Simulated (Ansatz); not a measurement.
# BN under changes of volume

One of the cells (5.969 Å³/atom); the others are scaled copies at fixed shape and fractional positions:

```
N B
1.0
     2.55394    0.00000    0.00000
    -1.27697    2.21178    0.00000
     0.00000    0.00000    4.22685
N B
2 2
Direct
  0.33333 0.66667 0.12528
  0.66667 0.33333 0.62528
  0.33333 0.66667 0.49972
  0.66667 0.33333 0.99972
```

Measurements of this composition are mostly on another form, of space group No. 194.

| Quantity | Value |
| --- | --- |
| Program | Ansatz 0.2.0 |
| Functional | LDA |
| Potentials or basis | Ansatz PAW |
| Cutoff | 420 eV (not typed: the program's choice for these potentials) |
| k mesh | 12 × 12 × 6 |
| Occupations | fermi-dirac, width 0.05 eV |
| Spin | no spin polarisation |

```csv
volume (Å³/atom),energy over the lowest point (meV/atom),pressure (GPa),gap on the mesh (eV),largest force (eV/Å)
5.611,4.58,10.7,4.89,0.027
5.730,0.00,1.7,4.93,0.009
5.850,1.79,-6.4,4.96,0.007
5.969,9.31,-13.7,4.99,0.023
6.088,?,?,?,?
6.208,39.63,-26.5,5.04,0.052
6.327,61.47,-32.0,5.06,0.065
```

Question: What does the run at 6.088 Å³/atom give?

Answer: Energy over the lowest point 22.07 meV/atom; pressure -20.4 GPa; gap on the mesh 5.02 eV; largest force 0.038 eV/Å.

Worked out: A Birch-Murnaghan fit of order 3 (a polynomial in V^(-2/3)) to the other rows has its minimum at 5.75 Å³/atom with B0 = V·E''(V) = 402 GPa and B' = 3.6 at fixed shape and positions, which overstates the stiffness. It gives 22.02 meV/atom at 6.088 Å³/atom, against the run's 22.07, and -dE/dV = -20.4 GPa, against -20.4. A straight line through the other rows of the gap, of slope 1.4 eV per unit of ln V, gives 5.01 eV, against the run's 5.02.

Energies are extrapolated to zero smearing.

Caveats: the PAW data sets come from PBE, with cores solved anew for the run's functional, which leaves a small shift of forces and pressure.

A mesh can miss the band edges.
